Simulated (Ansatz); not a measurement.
Input and command of a plane-wave DFT calculation in Ansatz:

```yaml
crystal:
  lattice:
    - [2.5043488457, 0.0, 0.0]
    - [-1.2521744229, 2.1688297203, 0.0]
    - [0.0, 0.0, 6.9489047175]
  atoms:
    - { symbol: B, position: [0.3333333333, 0.6666666667, 0.25] }
    - { symbol: B, position: [0.6666666667, 0.3333333333, 0.75] }
    - { symbol: "N", position: [0.3333333333, 0.6666666667, 0.75] }
    - { symbol: "N", position: [0.6666666667, 0.3333333333, 0.25] }
basis:
  ecutwfc: 420
kpoints:
  mp_grid: { grid: [12, 12, 4] }
hamiltonian:
  xc: pbesol
scf:
  occupations: { method: gaussian, width: 0.05 }
output:
  forces: true
  stress: true
  eigenvalues: true
```

```bash
ansatz run input.yaml --threads 1 --pin off --max-ram 2560MiB --backend cpu --events-out ev --progress --plain --runs-dir out
```

Processor: AMD EPYC 7R43 64-Core Processor (Zen 3), 1 thread, on a host shared with other jobs.

Problem. Estimate time, memory and problem size.

Solution. About 1.5 s on 1 thread of AMD EPYC 7R43 64-Core Processor (Zen 3) (shared host), peak memory 0.34 GiB. It solves 12 bands at 57 k points (the mesh reduced by the symmetry that the task leaves, which can be less than the crystal's) with about 737 plane waves, in 6 SCF iterations.
